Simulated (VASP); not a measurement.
## Ir: equation of state with PBEsol

Ir:

```
Ir
1.0
     0.00000    1.91560    1.91560
     1.91560    0.00000    1.91560
     1.91560    1.91560    0.00000
Ir
1
Direct
  0.00000 0.00000 0.00000
```

| Item | Value |
| --- | --- |
| Program | VASP 6.6.1 |
| Task | equation of state |
| Functional | PBEsol |
| Potentials or basis | VASP PAW PBE potentials, release 64 (Ir) |
| Cutoff | 520 eV |
| k mesh | 12 × 12 × 12 |
| Occupations | fermi-dirac, width 0.05 eV |
| Spin | no spin polarisation |
| Ladder | free |
| Further INCAR settings | ALGO = Normal; EDIFF = 1e-07; NBANDS = 10 |

- Equilibrium volume: 14.07 Å³/atom
- Bulk modulus: 390 GPa
- Pressure derivative of the bulk modulus: 5.1

Energy against volume, from the lowest point:
```
volume (Å³/atom)  energy (meV/atom)
          13.215              72.19
          13.496              31.23
          13.778               7.84
          14.059               0.00
          14.340               5.97
          14.621              24.12
          14.902              53.06
```

All runs of the series together: 41 s on 1 thread of AMD EPYC 9R45 96-Core Processor (Zen 5), with other jobs on the host.

Caveat: the PAW data sets were made with another functional, which shifts forces and pressure a little. The run has no spin-orbit coupling, so splittings on Ir are missing.
